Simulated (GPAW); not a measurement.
Crystal: Co.

```
CELL_PARAMETERS angstrom
2.47200 0.00000 0.00000
-1.23600 2.14081 0.00000
0.00000 0.00000 4.02114
ATOMIC_POSITIONS crystal
Co 0.66667 0.33333 0.75000
Co 0.33333 0.66667 0.25000
```

| Item | Value |
| --- | --- |
| Program | GPAW 26.7.0 |
| Task | single point |
| Functional | PBEsol |
| Potentials or basis | PAW data sets generated in the run's folder for this functional |
| Cutoff | 600 eV |
| Basis | pw |
| k mesh | 12 × 12 × 7 |
| Occupations | fermi-dirac, width 0.05 eV |
| Spin | collinear spin, ferromagnetic start |
| Starting moments | [2.0, 2.0] μB |

On this cell: pressure -5.3 GPa; largest force under 0.003 eV/Å; net moment 3.19 μB per cell; site moments Co +1.66 μB; band gap on the k mesh none (metal or under the smearing width).

The same run follows on a disturbed copy (atoms moved at random, drawn with an rms of 0.05 Å):

```
Co
1.0
     2.47200    0.00000    0.00000
    -1.23600    2.14081    0.00000
     0.00000    0.00000    4.02114
Co
2
Direct
  0.66485 0.31270 0.74273
  0.34334 0.65289 0.24011
```

Question: What changes?

Answer: The energy (extrapolated to zero smearing) moves by +0.6 meV/atom; pressure -5.3 GPa; largest force 0.096 eV/Å; net moment 3.20 μB per cell; site moments Co +1.66 μB; band gap on the k mesh none (metal or under the smearing width).

Forces on the atoms (eV/Å):
```
Co   0.055  0.039 -0.069
Co  -0.055 -0.039  0.069
```

Stress tensor (GPa, compression positive):
```
-4.65 -0.40 -0.03
-0.40 -4.08 -0.02
-0.03 -0.02 -7.10
```
